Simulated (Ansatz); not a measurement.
**Rh in Ansatz: the effect of functional**

Crystal: Rh.

```
Rh
1.0
     2.67523    0.00000    0.00000
    -1.33761    2.31682    0.00000
     0.00000    0.00000    4.33809
Rh
2
Direct
  0.33333 0.66667 0.25000
  0.66667 0.33333 0.75000
```

This isn't the form of Rh at room conditions, which is fcc.

The cell isn't the ideal one: volume scaled by 0.94.

Alike in all runs:

| Property | Result |
| --- | --- |
| Program | Ansatz 0.2.0 |
| Task | single point |
| Potentials or basis | Ansatz PAW |
| k mesh | 11 × 11 × 6 |
| Occupations | fermi-dirac, width 0.05 eV |
| Spin | no spin polarisation |

| functional | cutoff | pressure (GPa) |
| --- | --- | --- |
| LDA | 420 eV (not typed: the program's choice for these potentials) | ? |
| PBEsol | 420 eV (not typed: the program's choice for these potentials) | 2.5 |
| r2SCAN | 500 eV (not typed: the program's choice for these potentials) | 7.0 |

**Question.** What does the run with functional LDA give?

**Answer.** Pressure -3.9 GPa.

Caveats: the PAW data sets come from PBE, with cores solved anew for the run's functional, which leaves a small shift of forces and pressure.
